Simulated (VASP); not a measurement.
A run of VASP 6.6.1:

File POSCAR:

```
Cd
3.0814
    0.025454663465      0.722174336341      0.691230284935
    0.747604984747      0.009212046472      0.707473226456
    0.751174466152      0.741986759265      0.005642240540
Cd
1
Direct
   -0.0616910000      0.0091110000      0.0124530000
```

File INCAR.step1:

```
PREC = Accurate
ENCUT = 520
EDIFF = 1E-5
ISMEAR = 1
SIGMA = 0.2
LREAL = F
LASPH = T
NELM = 60
ALGO = Normal
ISIF = 2
LWAVE = T
LCHARG = F
ISPIN = 2
MAGMOM = 0.5
LORBIT = 11
MAXMIX = 5
GGA = PE
```

INCAR.step2

```
PREC = Accurate
ENCUT = 520
EDIFF = 1E-7
ISMEAR = 1
SIGMA = 0.2
LREAL = F
LASPH = T
NELM = 60
ALGO = Normal
ISIF = 2
LWAVE = F
LCHARG = F
ISPIN = 2
MAGMOM = 0.5
LORBIT = 11
GGA = B3
LHFCALC = T
AEXX = 0.2
AGGAX = 0.72
AGGAC = 0.81
ALDAC = 0.19
PRECFOCK = Fast
IVDW = 12
LHYPERFINE = T
MAXMIX = 5
ISTART = 1
```

File KPOINTS:

```
regular mesh
0
Monkhorst-Pack
  5 5 5
```

Potentials or basis: VASP PAW PBE potentials, release 64 (Cd).

The run is started by

```sh
$ cat potpaw_PBE.64/Cd/POTCAR > POTCAR
$ cp INCAR.step1 INCAR
$ mpirun -np 1 vasp_std > vasp.out
$ cp INCAR.step2 INCAR
$ mpirun -np 1 vasp_std > vasp.out
```

Hardware: 1 thread of Intel(R) Xeon(R) Platinum 8259CL CPU @ 2.50GHz (Skylake/Cascade Lake) (shared host).

Problem. How long does it take, and how much memory?

Solution. It took 24 min on 1 thread of Intel(R) Xeon(R) Platinum 8259CL CPU @ 2.50GHz (Skylake/Cascade Lake) (shared host), peak memory 0.17 GiB. Counts: scf iterations 13, k points 63.
